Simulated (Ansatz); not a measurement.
# Hf: the cost of one run

Computed with Ansatz 0.2.0 (DFT PBEsol, scalar-relativistic, plane waves, PAW, unless a step's input says otherwise).

1 further run of the same task is left out (set aside as unsound or not needed).

## 1. The starting structure

The structure is cubic, space group Fd-3m (No. 227). The conventional cell has a = 5.675 Å, b = 5.675 Å, c = 5.675 Å, α = 90.00°, β = 90.00°, γ = 90.00°. Ge (site symmetry -43m) has 4 Ge at 2.46 Å as nearest neighbours.

As a file:

```
CELL_PARAMETERS angstrom
0.00000 2.83743 2.83743
2.83743 0.00000 2.83743
2.83743 2.83743 0.00000
ATOMIC_POSITIONS crystal
Ge 0.50000 0.50000 0.50000
Ge 0.75000 0.75000 0.75000
```

It goes back to an entry of the Materials Project.

It is the result of an earlier relaxation at this level (volume 22.84 Å³/atom; gap on the mesh: none (metal)).

## 2. Swap Ge → Hf

Hf starts from the relaxed positions of Ge, with all lengths scaled by 1.293, a guess from tabulated radii.

## 3. Quick check of gap, pressure and forces (Hf)

input.yaml reads:

```yaml
crystal:
  lattice:
    - [0.0, 3.669900657, 3.669900657]
    - [3.669900657, 0.0, 3.669900657]
    - [3.669900657, 3.669900657, 0.0]
  atoms:
    - { symbol: Hf, position: [0.5, 0.5, 0.5] }
    - { symbol: Hf, position: [0.75, 0.75, 0.75] }
basis:
  ecutwfc: 420
kpoints:
  mp_grid: { grid: [4, 4, 4] }
hamiltonian:
  xc: pbesol
scf:
  occupations: { method: gaussian, width: 0.1 }
output:
  forces: true
  stress: true
  eigenvalues: true
```

On the command line:

```console
ansatz run input.yaml --threads 1 --pin off --max-ram 2560MiB --backend cpu --events-out ev --progress --plain --runs-dir out
```

Q: Estimate wall time and peak memory on 1 thread of Intel Xeon Platinum 8259CL at 2.50GHz (Skylake/Cascade Lake), shared host.

About 1.9 s, with a peak of 0.39 GiB.
